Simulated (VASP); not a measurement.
# TaC (Fm-3m) in VASP: a series of runs

The runs below take TaC through relaxation of cell and atoms, with PBEsol.

Program: VASP 6.6.1. These are calculated values, not measurements. Logs are shortened: lines on timing, memory, paths and dates and some standing lists are left out, and cuts for length are marked.

### 1 The structure

Symmetry: Fm-3m, No. 225, cubic system. Conventional cell: a = 4.446 Å, b = 4.446 Å, c = 4.446 Å, α = 90.00°, β = 90.00°, γ = 90.00°. Ta (site symmetry m-3m) is surrounded by 6 C at 2.22 Å. C (site symmetry m-3m) has 6 Ta at 2.22 Å as nearest neighbours.

### 2 Relaxation of cell and atoms, PBEsol

INCAR

```
PREC = Accurate ; ENCUT = 600
EDIFF = 1E-6 ; ISMEAR = 1
SIGMA = 0.1 ; LREAL = False
LASPH = True ; NELM = 80
ALGO = Normal ; ISIF = 3
LWAVE = False ; LCHARG = False
GGA = PS ; IBRION = 2
NSW = 90 ; EDIFFG = -0.01
```

KPOINTS

```
Automatic mesh
0
Gamma
  14 14 14
```

POSCAR

```
TaC
1.0
    0.0000000000      2.2230000000      2.2230000000
    2.2230000000      0.0000000000      2.2230000000
    2.2230000000      2.2230000000      0.0000000000
Ta C
1 1
Direct
    0.0000000000      0.0000000000      0.0000000000
    0.5000000000      0.5000000000      0.5000000000
```

Potentials or basis: VASP PAW PBE potentials, release 64 (Ta_pv, C).

Launch:

```console
cat potpaw_PBE.64/Ta_pv/POTCAR potpaw_PBE.64/C/POTCAR > POTCAR
mpirun -np 1 vasp_std > vasp.out
```

OUTCAR:

```text
PREC = Accurate
   ENCUT = 600
   EDIFF = 1E-6
   ISMEAR = 1
   LREAL = False
   LASPH = True
   NELM = 80
   ISIF = 3
   GGA = PS
   IBRION = 2
   NSW = 90
   EDIFFG = -0.01

 ion  position               nearest neighbor table
   1  0.000  0.000  0.000-   2 2.22   2 2.22   2 2.22   2 2.22   2 2.22   2 2.22
   2  0.500  0.500  0.500-   1 2.22   1 2.22   1 2.22   1 2.22   1 2.22   1 2.22

  LATTYP: Found a face centered cubic cell.
 ALAT       =     4.4460000000

  Lattice vectors:

 A1 = (   0.0000000000,   2.2230000000,   2.2230000000)
 A2 = (   2.2230000000,   0.0000000000,   2.2230000000)
 A3 = (   2.2230000000,   2.2230000000,   0.0000000000)

Analysis of symmetry for initial positions (statically):
=====================================================================
 Subroutine PRICEL returns:
 Original cell was already a primitive cell.

 Routine SETGRP: Setting up the symmetry group for a
 face centered cubic supercell.

 Subroutine GETGRP returns: Found 48 space group operations
 (whereof 48 operations were pure point group operations)
 out of a pool of 48 trial point group operations.

The static configuration has the point symmetry O_h .

Analysis of symmetry for dynamics (positions and initial velocities):
=====================================================================
 Subroutine PRICEL returns:
 Original cell was already a primitive cell.

 Routine SETGRP: Setting up the symmetry group for a
 face centered cubic supercell.

 Subroutine GETGRP returns: Found 48 space group operations
 (whereof 48 operations were pure point group operations)
 out of a pool of 48 trial point group operations.

The dynamic configuration has the point symmetry O_h .

 Subroutine INISYM returns: Found 48 space group operations
 (whereof 48 operations are pure point group operations),
 and found     1 'primitive' translations

----------------------------------------------------------------------------------------

                                     Primitive cell

  volume of cell :      21.9709

  direct lattice vectors                    reciprocal lattice vectors
     0.000000000  2.223000000  2.223000000    -0.224921278  0.224921278  0.224921278
     2.223000000  0.000000000  2.223000000     0.224921278 -0.224921278  0.224921278
     2.223000000  2.223000000  0.000000000     0.224921278  0.224921278 -0.224921278

  length of vectors
     3.143796749  3.143796749  3.143796749     0.389575080  0.389575080  0.389575080

  position of ions in fractional coordinates (direct lattice)
     0.000000000  0.000000000  0.000000000
     0.500000000  0.500000000  0.500000000

  ion indices of the primitive-cell ions
   primitive index   ion index
                 1           1
                 2           2

----------------------------------------------------------------------------------------

 KPOINTS: Automatic mesh

Automatic generation of k-mesh.
 Grid dimensions read from file:
 generate k-points for:   14   14   14

 Generating k-lattice:

  Cartesian coordinates                     Fractional coordinates (reciprocal lattice)
    -0.016065806  0.016065806  0.016065806     0.071428571  0.000000000  0.000000000
     0.016065806 -0.016065806  0.016065806     0.000000000  0.071428571  0.000000000
     0.016065806  0.016065806 -0.016065806     0.000000000  0.000000000  0.071428571

  Length of vectors
     0.027826791  0.027826791  0.027826791

  Shift w.r.t. Gamma in fractional coordinates (k-lattice)
     0.000000000  0.000000000  0.000000000

 Subroutine IBZKPT returns following result:
 ===========================================

 Found    104 irreducible k-points:

 Following reciprocal coordinates:
            Coordinates               Weight
  0.000000  0.000000  0.000000      1.000000
  0.071429  0.000000  0.000000      8.000000
  0.142857  0.000000  0.000000      8.000000
  0.214286  0.000000  0.000000      8.000000
  0.285714  0.000000  0.000000      8.000000
  0.357143  0.000000  0.000000      8.000000
[... 16 lines left out ...]
  0.214286  0.142857  0.000000     24.000000
  0.285714  0.142857  0.000000     24.000000
 [... further k-points ...]
   k-points           NKPTS =    104   k-points in BZ     NKDIM =    104   number of bands    NBANDS=     11
   number of dos      NEDOS =    301   number of ions     NIONS =      2
   total plane-waves  NPLWV =  21952
   dimension x,y,z NGX =    28 NGY =   28 NGZ =   28
   dimension x,y,z NGXF=    56 NGYF=   56 NGZF=   56
   ions per type =               1   1
   NGX,Y,Z   is equivalent  to a cutoff of  14.81, 14.81, 14.81 a.u.
   NGXF,Y,Z  is equivalent  to a cutoff of  29.61, 29.61, 29.61 a.u.
 SYSTEM =  unknown system
   PREC   = accura    normal or accurate (medium, high low for compatibility)
   ISTART =      0    job   : 0-new  1-cont  2-samecut
   ICHARG =      2    charge: 1-file 2-atom 10-const
   ISPIN  =      1    spin polarized calculation?
   LNONCOLLINEAR =      F non collinear calculations
   LSORBIT =      F    spin-orbit coupling
   LASPH  =      T    aspherical Exc in radial PAW
   ENCUT  =  600.0 eV  44.10 Ry    6.64 a.u.   6.28  6.28  6.28*2*pi/ulx,y,z
   NELM   =     80;   NELMIN=  2; NELMDL= -5     # of ELM steps
   EDIFF  = 0.1E-05   stopping-criterion for ELM
   LREAL  =      F    real-space projection
   EDIFFG = -.1E-01   stopping-criterion for IOM
   NSW    =     90    number of steps for IOM
   IBRION =      2    ionic relax: 0-MD 1-quasi-New 2-CG
   NFREE  =      1    steps in history (QN), initial steepest desc. (CG)
   ISIF   =      3    stress and relaxation
   ISYM   =      2    0-nonsym 1-usesym 2-fastsym
   POTIM  = 0.5000    time-step for ionic-motion
   TEBEG  =    0.0;   TEEND  =   0.0 temperature during run
   PSTRESS=    0.0 pullay stress
   NELECT =      15.0000    total number of electrons
   NUPDOWN=      -1.0000    fix difference up-down
   EMIN   =  10.00;   EMAX   =-10.00  energy-range for DOS
   EFERMI =   0.00;   METHOD = LEGACY
   ISMEAR =     1;   SIGMA  =   0.10  broadening in eV -4-tet -1-fermi 0-gaus
   EFERMI_NEDOS =   21; number of points for ismear=-14 and -15
   IALGO  =     38    algorithm
   IMIX   =      4    mixing-type and parameters
     AMIX     =   0.40;   BMIX     =  1.00
     AMIX_MAG =   1.60;   BMIX_MAG =  1.00
  volume/ion in A,a.u.               =      10.99        74.13
  Fermi-wavevector in a.u.,A,eV,Ry     =   1.441526  2.724089 28.272865  2.077997
  Thomas-Fermi vector in A             =   2.560148
   LORBIT       =      0    0 simple, 1 ext, 2 COOP (PROOUT), +10 PAW based schemes
   GGA     = PS    functional components
   LHFCALC =     F    Hartree Fock is set to
   AEXX    =    0.0000 exact exchange contribution
   IVDW    =     0    specifies the selected vdW correction
   LEPSILON=     F    determine dielectric tensor
   LRPA    =     F    only Hartree local field effects (RPA)
 conjugate gradient relaxation of ions
 non-spin polarized calculation
 Methfessel and Paxton  Order N= 1 SIGMA  =   0.10
  energy-cutoff  :      600.00
  volume of cell :       21.97
 maximum number of plane-waves:       754
 NGX is ok and might be reduce to    28
   NGX = 13   NGY = 13   NGZ = 13

--------------------------------------- Ionic step        1  -------------------------------------------

 number of electron      14.9999999 magnetization

 Free energy of the ion-electron system (eV)
  ---------------------------------------------------
  ext. energy  EPLUGINS =         0.00000000
  ---------------------------------------------------
  free energy    TOTEN  =       -23.51864069 eV

  energy without entropy =      -23.51836050  energy(sigma->0) =      -23.51854729

------------------------ aborting loop because EDIFF is reached ----------------------------------------

  FORCE on cell =-STRESS in cart. coord.  units (eV):
  Direction    XX          YY          ZZ          XY          YZ          ZX
  --------------------------------------------------------------------------------------
  -------------------------------------------------------------------------------------
  Total       -0.0931027     -0.0931027     -0.0931027      0.0000000     -0.0000000      0.0000000
  in kB       -6.7892910     -6.7892910     -6.7892910      0.0000000     -0.0000000      0.0000000
  external PRESSURE =      -6.7892910 kB  Pullay stress =       0.0000000 kB
[... 57 lines left out ...]
  energy  without entropy=      -23.5179448256  energy(sigma->0) =      -23.51811714

--------------------------------------- Ionic step        3  -------------------------------------------

 number of electron      14.9999999 magnetization

 Free energy of the ion-electron system (eV)
  ---------------------------------------------------
  ext. energy  EPLUGINS =         0.00000000
  ---------------------------------------------------
  free energy    TOTEN  =       -23.51873510 eV

  energy without entropy =      -23.51846083  energy(sigma->0) =      -23.51864368

 E-fermi :   8.4161     XC(G=0): -13.3685

 val. band max:        8.3813718820   @ k =  -0.2143   0.1429   0.0000
 cond. band min:       8.4406902566   @ k =   0.1429   0.0714   0.0000
 fundamental gap:      0.0593183746
 Fermi energy:         8.4160615409

 k-point     1 :       0.0000    0.0000    0.0000
  band No.  band energies     occupation
      1     -26.6374      2.00000
      2     -26.6374      2.00000
      3     -26.6374      2.00000
      4      -6.5266      2.00000
      5       6.9537      2.00000
      6       6.9537      2.00000
      7       6.9537      2.00000
      8       7.8710      2.00000
      9       7.8710      2.00000
     10       7.8710      2.00000
     11       8.9756     -0.00000
[... 309 lines left out ...]
 k-point    24 :       0.2857    0.1429    0.0000
  band No.  band energies     occupation
      1     -27.0097      2.00000
      2     -26.7321      2.00000
      3     -26.7200      2.00000
      4      -4.7357      2.00000
      5       2.5162      2.00000
      6       4.2695      2.00000
      7       4.9785      2.00000
      8       7.0900      2.00000
      9       9.8596     -0.00000
     10      10.6913      0.00000
     11      12.4095      0.00000

 [... further k-points ...]

------------------------ aborting loop because EDIFF is reached ----------------------------------------

  FORCE on cell =-STRESS in cart. coord.  units (eV):
  Direction    XX          YY          ZZ          XY          YZ          ZX
  --------------------------------------------------------------------------------------
  -------------------------------------------------------------------------------------
  Total        0.0036806      0.0036806      0.0036806      0.0000000      0.0000000      0.0000000
  in kB        0.2689335      0.2689335      0.2689335      0.0000000      0.0000000      0.0000000
  external PRESSURE =       0.2689335 kB  Pullay stress =       0.0000000 kB
[... 17 lines left out ...]
  FREE ENERGIE OF THE ION-ELECTRON SYSTEM (eV)
  ---------------------------------------------------
  free  energy   TOTEN  =       -23.5187351009 eV

  energy  without entropy=      -23.5184608281  energy(sigma->0) =      -23.51864368

 reached required accuracy - stopping structural energy minimisation
```

Wall time 51 s (1 thread of Intel Xeon Platinum 8259CL at 2.50GHz (Skylake/Cascade Lake), shared host); peak memory 0.19 GiB.

Results:

| Quantity | Value |
| --- | --- |
| Free energy | -23.5187 eV |
| Relaxed volume | 10.96 Å³/atom |
| Relaxed cell | a = 3.142 Å, b = 3.142 Å, c = 3.142 Å, α = 60.00°, β = 60.00°, γ = 60.00° |
| Space group after relaxing (to 0.05 Å) | Fm-3m (No. 225) |
| Energy gained by relaxing | 0.0 meV/atom |
| Ionic steps | 3 |
| Pressure after relaxing | 0.0 GPa |
| Band gap on the k mesh | none (metal or under the smearing width) |

Final structure:
```yaml
crystal:
  lattice:
    - [0.00000, 2.22152, 2.22152]
    - [2.22152, 0.00000, 2.22152]
    - [2.22152, 2.22152, 0.00000]
  atoms:
    - { symbol: Ta, position: [0.00000, 0.00000, 0.00000] }
    - { symbol: C, position: [0.50000, 0.50000, 0.50000] }
```

Caveat: the PAW data sets were made with another functional, which shifts forces and pressure a little.

### 3 Relaxation of cell and atoms, PBEsol

INCAR

```
PREC = Accurate ; ENCUT = 600
EDIFF = 1E-7 ; ISMEAR = 1
SIGMA = 0.1 ; LREAL = False
LASPH = True ; NELM = 80
ALGO = Normal ; ISIF = 3
LWAVE = False ; LCHARG = False
GGA = PS ; IBRION = 2
NSW = 90 ; EDIFFG = -0.005
```

KPOINTS is that of step 2.

POSCAR

```
TaC                                     
1.0
   -0.0000000000      2.2215171122      2.2215171122
    2.2215171122     -0.0000000000      2.2215171122
    2.2215171122      2.2215171122      0.0000000000
  Ta              C             
     1     1
Direct
     0.0000000000000000    0.0000000000000000    0.0000000000000000
     0.5000000000000000    0.5000000000000000    0.5000000000000000
```

Potentials or basis: VASP PAW PBE potentials, release 64 (Ta_pv, C).

Launch:

```console
cat potpaw_PBE.64/Ta_pv/POTCAR potpaw_PBE.64/C/POTCAR > POTCAR
mpirun -np 1 vasp_std > vasp.out
```

OUTCAR:

```text
PREC = Accurate
   ENCUT = 600
   EDIFF = 1E-7
   ISMEAR = 1
   LREAL = False
   LASPH = True
   NELM = 80
   ISIF = 3
   GGA = PS
   IBRION = 2
   NSW = 90
   EDIFFG = -0.005

 ion  position               nearest neighbor table
   1  0.000  0.000  0.000-   2 2.22   2 2.22   2 2.22   2 2.22   2 2.22   2 2.22
   2  0.500  0.500  0.500-   1 2.22   1 2.22   1 2.22   1 2.22   1 2.22   1 2.22

  LATTYP: Found a face centered cubic cell.
 ALAT       =     4.4430342244

  Lattice vectors:

 A1 = (   0.0000000000,   2.2215171122,   2.2215171122)
 A2 = (   2.2215171122,   0.0000000000,   2.2215171122)
 A3 = (   2.2215171122,   2.2215171122,   0.0000000000)

Analysis of symmetry for initial positions (statically):
=====================================================================
 Subroutine PRICEL returns:
 Original cell was already a primitive cell.

 Routine SETGRP: Setting up the symmetry group for a
 face centered cubic supercell.

 Subroutine GETGRP returns: Found 48 space group operations
 (whereof 48 operations were pure point group operations)
 out of a pool of 48 trial point group operations.

The static configuration has the point symmetry O_h .

Analysis of symmetry for dynamics (positions and initial velocities):
=====================================================================
 Subroutine PRICEL returns:
 Original cell was already a primitive cell.

 Routine SETGRP: Setting up the symmetry group for a
 face centered cubic supercell.

 Subroutine GETGRP returns: Found 48 space group operations
 (whereof 48 operations were pure point group operations)
 out of a pool of 48 trial point group operations.

The dynamic configuration has the point symmetry O_h .

 Subroutine INISYM returns: Found 48 space group operations
 (whereof 48 operations are pure point group operations),
 and found     1 'primitive' translations

----------------------------------------------------------------------------------------

                                     Primitive cell

[... 122 lines left out ...]
 non-spin polarized calculation
 Methfessel and Paxton  Order N= 1 SIGMA  =   0.10
  energy-cutoff  :      600.00
  volume of cell :       21.93
 maximum number of plane-waves:       748
 NGX is ok and might be reduce to    28
   NGX = 13   NGY = 13   NGZ = 13

 number of electron      14.9999999 magnetization

 Free energy of the ion-electron system (eV)
  ---------------------------------------------------
  ext. energy  EPLUGINS =         0.00000000
  ---------------------------------------------------
  free energy    TOTEN  =       -23.51869019 eV

  energy without entropy =      -23.51841635  energy(sigma->0) =      -23.51859891

 E-fermi :   8.4161     XC(G=0): -13.3685

 val. band max:        8.3814282452   @ k =  -0.2143   0.1429   0.0000
 cond. band min:       8.4407705335   @ k =   0.1429   0.0714   0.0000
 fundamental gap:      0.0593422883
 Fermi energy:         8.4161441791

 k-point     1 :       0.0000    0.0000    0.0000
  band No.  band energies     occupation
      1     -26.6372      2.00000
      2     -26.6372      2.00000
      3     -26.6372      2.00000
      4      -6.5266      2.00000
      5       6.9538      2.00000
      6       6.9538      2.00000
      7       6.9538      2.00000
      8       7.8712      2.00000
      9       7.8712      2.00000
     10       7.8712      2.00000
     11       8.9757     -0.00000
[... 309 lines left out ...]
 k-point    24 :       0.2857    0.1429    0.0000
  band No.  band energies     occupation
      1     -27.0095      2.00000
      2     -26.7319      2.00000
      3     -26.7198      2.00000
      4      -4.7356      2.00000
      5       2.5163      2.00000
      6       4.2695      2.00000
      7       4.9786      2.00000
      8       7.0901      2.00000
      9       9.8596     -0.00000
     10      10.6914      0.00000
     11      12.4097      0.00000

 [... further k-points ...]

------------------------ aborting loop because EDIFF is reached ----------------------------------------

  FORCE on cell =-STRESS in cart. coord.  units (eV):
  Direction    XX          YY          ZZ          XY          YZ          ZX
  --------------------------------------------------------------------------------------
  -------------------------------------------------------------------------------------
  Total        0.0013000      0.0013000      0.0013000      0.0000000      0.0000000      0.0000000
  in kB        0.0949868      0.0949868      0.0949868      0.0000000      0.0000000      0.0000000
  external PRESSURE =       0.0949868 kB  Pullay stress =       0.0000000 kB

 VOLUME and BASIS-vectors are now :
 -----------------------------------------------------------------------------
  energy-cutoff  :      600.00
  volume of cell :       21.93
      direct lattice vectors                 reciprocal lattice vectors
     0.000000000  2.221517112  2.221517112    -0.225071415  0.225071415  0.225071415
     2.221517112  0.000000000  2.221517112     0.225071415 -0.225071415  0.225071415
     2.221517112  2.221517112  0.000000000     0.225071415  0.225071415 -0.225071415

 POSITION                                       TOTAL-FORCE (eV/Angst)
 -----------------------------------------------------------------------------------
      0.00000      0.00000      0.00000        -0.000000     -0.000000     -0.000000
      2.22152      2.22152      2.22152         0.000000      0.000000      0.000000
 -----------------------------------------------------------------------------------
    total drift:                                0.000000      0.000000      0.000000

  FREE ENERGIE OF THE ION-ELECTRON SYSTEM (eV)
  ---------------------------------------------------
  free  energy   TOTEN  =       -23.5186901920 eV

  energy  without entropy=      -23.5184163525  energy(sigma->0) =      -23.51859891

 reached required accuracy - stopping structural energy minimisation
```

Wall time 28 s (1 thread of Intel Xeon Platinum 8259CL at 2.50GHz (Skylake/Cascade Lake), shared host); peak memory 0.18 GiB.

What came out:

```yaml
Free_energy: -23.5187 eV
Pressure_after_relaxing: 0.0 GPa
Band_gap_on_the_k_mesh: none (metal or under the smearing width)
```

Final structure:
```cif
data_structure
_symmetry_space_group_name_H-M 'P 1'
_symmetry_Int_Tables_number 1
_cell_length_a 3.1417
_cell_length_b 3.1417
_cell_length_c 3.1417
_cell_angle_alpha 60.000
_cell_angle_beta 60.000
_cell_angle_gamma 60.000
_cell_volume 21.93
loop_
_atom_site_label
_atom_site_type_symbol
_atom_site_fract_x
_atom_site_fract_y
_atom_site_fract_z
_atom_site_occupancy
Ta1 Ta 0.00000 0.00000 0.00000 1
C1 C 0.50000 0.50000 0.50000 1
```

Levels at points of the mesh, in eV from the Fermi level:
| k point | band 4 | band 5 | band 6 | band 7 | band 8 | band 9 | band 10 | band 11 |
| --- | --- | --- | --- | --- | --- | --- | --- | --- |
| (0.00, 0.00, 0.00) | -14.94 | -1.46 | -1.46 | -1.46 | -0.54 | -0.54 | -0.54 | 0.56 |
| (0.50, 0.00, 0.00) | -10.38 | -8.91 | -5.62 | -5.62 | 2.67 | 2.67 | 3.66 | 5.32 |
| (0.50, 0.50, 0.00) | -12.81 | -4.72 | -4.71 | -1.84 | -1.84 | 2.55 | 4.07 | 4.07 |

Caveat: the relaxation stopped at its first step, so nothing moved; the PAW data sets were made with another functional, which shifts forces and pressure a little. Spin-orbit coupling is left out, which matters for the levels of Ta.
